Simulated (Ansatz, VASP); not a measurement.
# One calculation of In, two programs

The input INCAR:

```
PREC = Accurate
ENCUT = 520
EDIFF = 1E-6
ISMEAR = -1
SIGMA = 0.05
LREAL = False
LASPH = True
NELM = 60
ALGO = Normal
ISIF = 2
LWAVE = False
LCHARG = True
GGA = PE
LELF = True
LVHAR = True
NBANDS = 20
```

The input KPOINTS:

```
regular mesh
0
Gamma
  8 8 8
```

The input POSCAR:

```
In
1.0
    0.0000000000      3.2520696876      3.2520696876
    3.2520696876      0.0000000000      3.2520696876
    3.2520696876      3.2520696876      0.0000000000
In
2
Direct
   -0.1700000000     -0.1100000000     -0.1100000000
    0.1700000000      0.1100000000      0.1100000000
```

Input for Ansatz:

```yaml
crystal:
  lattice:
    - [0.0, 3.2520696876, 3.2520696876]
    - [3.2520696876, 0.0, 3.2520696876]
    - [3.2520696876, 3.2520696876, 0.0]
  atoms:
    - { symbol: In, position: [-0.17, -0.11, -0.11] }
    - { symbol: In, position: [0.17, 0.11, 0.11] }
kpoints:
  mp_grid: { grid: [8, 8, 8] }
scf:
  occupations: { method: fermi_dirac, width: 0.05 }
hamiltonian:
  xc: pbe
  pseudopotentials: { kind: paw }
output:
  forces: true
  stress: true
  eigenvalues: true
  populations: true
```

Change from the starting cell: shortest bond scaled by 0.88, PAW files.

Alike in both runs: task single point; functional PBE; k mesh 8 × 8 × 8; occupations fermi-dirac, width 0.05 eV; no spin polarisation.

```csv
,VASP,Ansatz
version,VASP 6.6.1,Ansatz 0.2.0
potentials or method,"VASP PAW PBE potentials, release 64 (In_d)","PAW with Ansatz's default frozen-core files, scalar-relativistic"
plane-wave cutoff (eV),520,420
valence electrons in the cell,26,26
```

```tsv
	VASP	Ansatz	Ansatz less VASP
pressure (GPa)	5.1	5.1	+0.02
largest component of the traceless stress (GPa)	6.08	6.06	-0.016
rms of the force components (eV/Å)	1.616	1.612	-0.0041
```

Atom by atom the forces differ by 0.004 eV/Å (rms over components).

Caveats: forces of over 1 eV/Å show positions far from the minimum, so gaps and moduli don't describe the material at rest.
